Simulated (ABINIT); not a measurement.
# TiB2 (P6/mmm) in ABINIT: settings compared, part 2 of 3

ABINIT 10.8.3 (patched build). Earlier steps stand in the parts before.

### 3 Band structure, PW91

Input file run.abi:

```
ndtset 2

pp_dirpath "./"
pseudos "Ti.GGA_PBE-JTH.xml, B.GGA_PBE-JTH.xml"

acell 5.7243583767 5.7243583766 6.1007918207
rprim
     1.0000000000     0.0000000000     0.0000000000
    -0.5000000000     0.8660254038     0.0000000000
     0.0000000000     0.0000000000     1.0000000000
ntypat 2
znucl 22 5
natom 3
typat 1 2 2
xcart
     0.0000000000     0.0000000000     0.0000000000
     1.5146000002     0.8744547176     1.6142000000
    -0.0000000002     1.7489094355     1.6142000000 Angstrom

ecut 15.0
pawecutdg 30.0

ixc -109134

occopt 3
tsmear 0.00183747

nstep 100

iomode 3
prtwf 0
prteig 0
prtebands 0
enunit 1
prtden1 1

kptopt1 1
ngkpt1 10 10 8
nshiftk1 1
shiftk1 0.0 0.0 0.0
nband1 13
tolvrs1 1.0e-9

iscf2 -2
getden2 1
nband2 19
nbdbuf2 4
tolwfr2 1.0e-11
kptopt2 -7
ndivsm2 8
prteig2 1
kptbounds2
     0.0000000000     0.0000000000     0.0000000000
     0.5000000000     0.0000000000     0.0000000000
     0.3333333333     0.3333333333     0.0000000000
     0.0000000000     0.0000000000     0.0000000000
     0.0000000000     0.0000000000     0.5000000000
     0.5000000000     0.0000000000     0.5000000000
     0.3333333333     0.3333333333     0.5000000000
     0.0000000000     0.0000000000     0.5000000000
```

Potentials or basis: JTH PAW PBE v2.0.

Run with:

```
abinit run.abi > log 2>&1
```

run.abo:

```text
.Version 10.8.3 of ABINIT
 DATASET    1 : space group P6/m m m (#191); Bravais hP (primitive hexag.)
================================================================================
 Values of the parameters that define the memory need for DATASET  1.
     intxc =       0    ionmov =       0      iscf =      17    lmnmax =      18
     lnmax =       6     mgfft =      24  mpssoang =       3    mqgrid =    3001
     natom =       3  nloc_mem =       2    nspden =       1   nspinor =       1
    nsppol =       1      nsym =      24    n1xccc =       1    ntypat =       2
    occopt =       3   xclevel =       2
       mpw =         494          nfft =        9600          nkpt =          70
 PAW method is used; the additional fine FFT grid is defined by:
   mgfftf=        32    nfftf =     28800
================================================================================
================================================================================

 DATASET    2 : space group P6/m m m (#191); Bravais hP (primitive hexag.)
================================================================================
 Values of the parameters that define the memory need for DATASET  2.
     intxc =       0    ionmov =       0      iscf =      -2    lmnmax =      18
     lnmax =       6     mgfft =      24  mpssoang =       3    mqgrid =    3001
     natom =       3  nloc_mem =       2    nspden =       1   nspinor =       1
    nsppol =       1      nsym =      24    n1xccc =       1    ntypat =       2
    occopt =       3   xclevel =       2
       mpw =         500          nfft =        9600          nkpt =          88
 PAW method is used; the additional fine FFT grid is defined by:
   mgfftf=        32    nfftf =     28800
================================================================================
================================================================================

--------------------------------------------------------------------------------
------------- Echo of variables that govern the present computation ------------
--------------------------------------------------------------------------------
 -outvars: echo values of preprocessed input variables --------
            acell      5.7243583767E+00  5.7243583766E+00  6.1007918207E+00 Bohr
              amu      4.78800000E+01  1.08110000E+01
             ecut      1.50000000E+01 Hartree
           enunit           1
           getden1          0
           getden2          1
             iscf1         17
             iscf2         -2
                       outvar_i_n : Printing only first  50 k-points.
              ixc     -109134
           jdtset        1    2
                       outvar_i_n : Printing only first  50 k-points.
           kptopt1          1
           kptopt2         -7
         kptrlatt       10    0    0      0   10    0      0    0    8
          kptrlen1     4.88063346E+01
          kptrlen2     3.00000000E+01
            natom           3
            nband1         13
            nband2         19
           nbdbuf1          0
           nbdbuf2          4
           ndtset           2
           ndivsm1          0
           ndivsm2          8
            ngfft          20      20      24
          ngfftdg          30      30      32
             nkpt1         70
             nkpt2         88
            nstep         100
             nsym          24
           ntypat           2
                       prtocc : prtvol=0, do not print more k-points.
           occopt           3
        pawecutdg      3.00000000E+01 Hartree
         pawxcdev           0
        prtebands           0
           prteig1          0
           prteig2          1
            prtwf           0
[... 965 lines left out ...]
  3.4498E-01  3.4498E-01  3.5931E-01  3.5931E-01  3.8140E-01  3.8140E-01
  4.2553E-01  6.0706E-01  7.2391E-01  7.4244E-01  7.4244E-01  8.7052E-01
  9.5362E-01

--- !ResultsGS
iteration_state: {dtset: 2, }
comment   : Summary of ground state results
lattice_vectors:
- [  5.7243584,   0.0000000,   0.0000000, ]
- [ -2.8621792,   4.9574398,   0.0000000, ]
- [  0.0000000,   0.0000000,   6.1007918, ]
lattice_lengths: [   5.72436,    5.72436,    6.10079, ]
lattice_angles: [ 90.000,  90.000, 120.000, ] # degrees, (23, 13, 12)
lattice_volume:   1.7312926E+02
convergence: {deltae:  0.000E+00, res2:  0.000E+00, residm:  9.985E-12, diffor:  0.000E+00, }
etotal    :  -6.45603351E+01
entropy   :   0.00000000E+00
fermie    :   3.63597331E-01
cartesian_stress_tensor: null
pressure_GPa: null
xred      :
- [  0.0000E+00,   0.0000E+00,   0.0000E+00, Ti]
- [  6.6667E-01,   3.3333E-01,   5.0000E-01,  B]
- [  3.3333E-01,   6.6667E-01,   5.0000E-01,  B]
cartesian_forces: null
force_length_stats: {min: null, max: null, mean: null, }
...

 Integrated electronic density in atomic spheres:
 ------------------------------------------------
 Atom  Sphere_radius  Integrated_density
    1        2.30803         10.36439299
    2        1.70617          1.93262537
    3        1.70617          1.93262537

================================================================================

 ----iterations are completed or convergence reached----

 Mean square residual over all n,k,spin=   50.238E-13; max=  99.846E-13
 reduced coordinates (array xred) for    3 atoms
       0.000000000000      0.000000000000      0.000000000000
       0.666666666667      0.333333333333      0.500000000000
       0.333333333333      0.666666666667      0.500000000000

 cartesian coordinates (angstrom) at end:
    1      0.00000000000000     0.00000000000000     0.00000000000000
    2      1.51459999897696     0.87445471711930     1.61419999889384
    3      0.00000000001764     1.74890943423860     1.61419999889384
 length scales=  5.724358376700  5.724358376600  6.100791820700 bohr
              =  3.029199997936  3.029199997883  3.228399997788 angstroms
 Eigenvalues (   eV  ) for nkpt=  88  k points:
 kpt#   1, nband= 19, wtk=  1.00000, kpt=  0.0000  0.0000  0.0000 (reduced coord)
 -46.95680  -23.34509  -23.03921  -23.03921   -3.53097    7.34452    7.34452    7.64499
   7.86261   11.82836   11.82836   13.57528   13.57528   15.76556   15.76556   16.89072
  19.06517   19.56338   27.83951
 kpt#   2, nband= 19, wtk=  1.00000, kpt=  0.0357  0.0000  0.0000 (reduced coord)
 -46.95611  -23.34423  -23.04442  -23.04039   -3.50623    7.27219    7.34055    7.62375
   7.87523   11.82100   11.87268   13.46041   13.47538   15.87995   15.93392   16.96667
  19.07479   19.47584   27.88598
 kpt#   3, nband= 19, wtk=  1.00000, kpt=  0.0714  0.0000  0.0000 (reduced coord)
 -46.95411  -23.34169  -23.05979  -23.04387   -3.43237    7.06087    7.32782    7.56375
   7.91319   11.79929   12.00041   13.18261   13.24616   16.14372   16.36797   17.19990
  19.10211   19.23023   28.02350
 kpt#   4, nband= 19, wtk=  1.00000, kpt=  0.1071  0.0000  0.0000 (reduced coord)
 -46.95086  -23.33759  -23.08446  -23.04947   -3.31009    6.72948    7.30475    7.47463
   7.97206   11.76460   12.19760   12.84794   12.99067   16.43032   16.96407   17.59513
  18.87121   19.14234   28.24471
 kpt#   5, nband= 19, wtk=  1.00000, kpt=  0.1429  0.0000  0.0000 (reduced coord)
[... 321 lines left out ...]
   9.88389   10.59138   11.09907   11.25378   11.66469   16.92488   19.62995   19.89254
  20.66380   24.72708   25.62029
 kpt#  86, nband= 19, wtk=  1.00000, kpt=  0.0417  0.0417  0.5000 (reduced coord)
 -46.93947  -23.53852  -23.04319  -23.02772   -1.55836    2.51047    8.39397    8.48677
  10.14358   10.47396   10.64479   10.70716   11.61756   16.72093   19.83546   19.91167
  20.36053   24.18676   25.83800
 kpt#  87, nband= 19, wtk=  1.00000, kpt=  0.0208  0.0208  0.5000 (reduced coord)
 -46.94149  -23.54205  -23.02826  -23.02430   -1.59464    2.41267    8.97508    9.00353
  10.15774   10.16856   10.31703   10.40238   11.58881   16.57297   19.74336   20.12250
  20.23232   23.82033   25.92494
 kpt#  88, nband= 19, wtk=  1.00000, kpt=  0.0000  0.0000  0.5000 (reduced coord)
 -46.94218  -23.54324  -23.02317  -23.02317   -1.60673    2.37983    9.38742    9.38742
   9.77737    9.77737   10.37833   10.37833   11.57914   16.51881   19.69865   20.20291
  20.20291   23.68793   25.94933

== END DATASET(S) ==============================================================
================================================================================

 -outvars: echo values of variables after computation  --------
            acell      5.7243583767E+00  5.7243583766E+00  6.1007918207E+00 Bohr
           etotal1    -6.4560335107E+01
            fcart1     1.9599323379E-30  1.1315674629E-30 -0.0000000000E+00
                      -2.7439052731E-29  1.8105079407E-29 -0.0000000000E+00
                       2.5479120393E-29 -1.9236646870E-29 -0.0000000000E+00
            rprim      1.0000000000E+00  0.0000000000E+00  0.0000000000E+00
                      -5.0000000000E-01  8.6602540380E-01  0.0000000000E+00
                       0.0000000000E+00  0.0000000000E+00  1.0000000000E+00
           strten1    -1.6814232653E-05 -1.6814232673E-05 -3.3503476664E-05
                       0.0000000000E+00  0.0000000000E+00 -2.0507278320E-13
           xangst      0.0000000000E+00  0.0000000000E+00  0.0000000000E+00
                       1.5145999990E+00  8.7445471712E-01  1.6141999989E+00
                       1.7638782603E-11  1.7489094342E+00  1.6141999989E+00
             xred      0.0000000000E+00  0.0000000000E+00  0.0000000000E+00
                       6.6666666667E-01  3.3333333333E-01  5.0000000000E-01
                       3.3333333333E-01  6.6666666667E-01  5.0000000000E-01
 Calculation completed.
```

It took 32 s on 1 thread of Arm Neoverse V1, shared host; peak memory 0.11 GiB.

What came out:

| Item | Value |
| --- | --- |
| Free energy | -1756.7762 eV |
| Pressure | 0.7 GPa |
| Band gap on the k mesh | none (metal or under the smearing width) |

Levels at the corners of the path, in eV from the Fermi level:
```csv
point,band 6,band 7,band 8,band 9,band 10,band 11,band 12,band 13
Γ,-2.55,-2.55,-2.25,-2.03,1.93,1.93,3.68,3.68
M,-9.16,-3.20,-3.16,-2.19,1.38,2.77,3.25,3.43
K,-8.24,-7.25,-1.80,-1.80,1.42,1.42,2.04,6.95
Γ,-2.55,-2.55,-2.25,-2.03,1.93,1.93,3.68,3.68
A,-7.51,-0.51,-0.51,-0.12,-0.12,0.48,0.48,1.69
L,-7.47,-4.58,-3.75,-3.04,2.52,2.95,4.50,4.61
H,-8.50,-5.63,-3.07,-3.07,2.55,4.27,4.27,4.54
A,-7.51,-0.51,-0.51,-0.12,-0.12,0.48,0.48,1.69
```

Caveat: the PAW data sets were made with another functional, which shifts forces and pressure a little; the atomic spheres overlap.

### 4 Band structure, PBE

Edit run.abi of step 3 so:

```diff
@@ -3,3 +3,3 @@
 pp_dirpath "./"
-pseudos "Ti.GGA_PBE-JTH.xml, B.GGA_PBE-JTH.xml"
+pseudos "Ti_ONCV_PBE-1.2.upf, B_ONCV_PBE-1.2.upf"
 
@@ -14,11 +14,10 @@
 typat 1 2 2
-xcart
+xred
      0.0000000000     0.0000000000     0.0000000000
-     1.5146000002     0.8744547176     1.6142000000
-    -0.0000000002     1.7489094355     1.6142000000 Angstrom
+     0.6666666667     0.3333333333     0.5000000000
+     0.3333333333     0.6666666667     0.5000000000
 
-ecut 15.0
-pawecutdg 30.0
+ecut 42.0
 
-ixc -109134
+ixc 11
 
@@ -33,4 +32,7 @@
 prtebands 0
-enunit 1
 prtden1 1
+prtvha1 1
+prtvclmb1 1
+prtpot1 1
+prtelf1 1
 
@@ -41,3 +43,3 @@
 nband1 13
-tolvrs1 1.0e-9
+tolvrs1 1.0e-10
 
@@ -49,4 +51,5 @@
 kptopt2 -7
-ndivsm2 8
+ndivsm2 6
 prteig2 1
+prtvol2 -3
 kptbounds2
```

Potentials or basis: SG15 NC PBE v1.2.

Run with:

```
abinit run.abi > log 2>&1
```

Run time: 96 s. Hardware: 1 thread of Arm Neoverse V1, shared host; peak memory 0.11 GiB.

The run converged. Its results:

```
Free energy                                           : -1727.4618 eV
Pressure                                              : -0.7 GPa
Band gap on the k mesh                                : none (metal or under the smearing width)
Valence electrons inside the program's atomic spheres : Ti 9.59; B 2.85
```

Stress tensor (GPa, compression positive):
```
-0.87  0.00  0.00
 0.00 -0.87  0.00
 0.00  0.00 -0.26
```

Levels at the corners of the path, in eV from the Fermi level:
```
point  band 7  band 8  band 9  band 10  band 11  band 12
    Γ   -2.57   -2.30   -2.05     1.96     1.96     3.69
    M   -3.25   -3.18   -2.20     1.41     2.81     3.27
    K   -7.30   -1.81   -1.81     1.43     1.43     2.05
    Γ   -2.57   -2.30   -2.05     1.96     1.96     3.69
    A   -0.53   -0.53   -0.11    -0.11     0.50     0.50
    L   -4.61   -3.77   -3.11     2.54     2.99     4.52
    H   -5.69   -3.12   -3.12     2.56     4.30     4.30
    A   -0.53   -0.53   -0.11    -0.11     0.50     0.50
```

[end of part 2 of 3]
